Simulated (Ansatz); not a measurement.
Crystal: PbS.

```xyz
2
Lattice="3.6537 0.0000 0.0000 0.0000 3.6537 0.0000 0.0000 0.0000 3.6537" Properties=species:S:1:pos:R:3 pbc="T T T"
Pb    0.0000    0.0000    0.0000
S     1.8268    1.8268    1.8268
```

Measurements of this composition are mostly on another form, of space group No. 225.

```yaml
Program: Ansatz 0.2.0
Task: relaxation of cell and atoms
Functional: RPBE
Dispersion: D4
Potentials_or_basis: Ansatz PAW
Cutoff: "420 eV (not typed: the program's choice for these potentials)"
k_mesh: 7 × 7 × 7
Occupations: fermi-dirac, width 0.05 eV
Spin: no spin polarisation
```

At the start: volume 24.39 Å³/atom.

**Question.** Where does the relaxation end?

**Answer.** It ends after 4 steps and the volume is 23.37 Å³/atom (-4.2 %); space group Pm-3m (No. 221, to 0.05 Å).

The path:
```tsv
step	energy change (eV)	largest force (eV/Å)	volume (Å³)
1	0.0000	0.0000	48.77
2	-0.0140	0.0000	46.38
3	-0.0144	0.0000	46.75
4	-0.0142	0.0000	46.75
```

Final structure:
```xyz
2
Lattice="3.6024 0.0000 0.0000 0.0000 3.6024 0.0000 0.0000 0.0000 3.6024" Properties=species:S:1:pos:R:3 pbc="T T T"
Pb    0.0000    0.0000    0.0000
S     1.8012    1.8012    1.8012
```

Caveat: the plane-wave basis is chosen anew once the cell has moved, so the energies of steps on either side of that aren't comparable; pairwise dispersion overbinds metals, which lowers pressure and volume; the PAW data sets come from PBE, with cores solved anew for the run's functional, which leaves a small shift of forces and pressure.
